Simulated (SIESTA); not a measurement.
Runs of SIESTA 5.4.2 on Pb. The cell holds a slab with vacuum, 3 atoms: a = 3.480 Å, b = 3.480 Å, c = 20.590 Å, α = 90.00°, β = 90.00°, γ = 120.00°. 

| level | gap on the mesh (eV) | largest force (eV/Å) |
| --- | --- | --- |
| VV10 | none | 0.41 |
| vdW-DF-cx | none | 0.15 |
| PBE | none | 0.31 |
| vdW-DF | none | (a) |
| vdW-DF2 | none | (b) |

Alike in all rows: task single point; potentials or basis PseudoDojo 0.4 standard (PBE files), DZP (energy shift 0.003 Ry; two zetas on semicore shells); no spin polarisation; cell as given; k mesh 9 × 9 × 1; smearing fermi-dirac 0.05 eV; grid cutoff 500 Ry; energy shift 0.003 Ry.

Q: Fill in the values left out.

A: (a) 0.54; (b) 0.76.

Caveats: the basis of atomic orbitals isn't converged, which shifts pressures, moduli and gaps; the potentials were made for another functional, which shifts forces and pressure (some runs); the non-local part is tabulated coarsely and may be off by about a percent (some runs).

A k mesh can miss the band edges, and the runs leave out spin-orbit coupling on Pb.

A gap of «none» marks a metal or a gap under the smearing width.
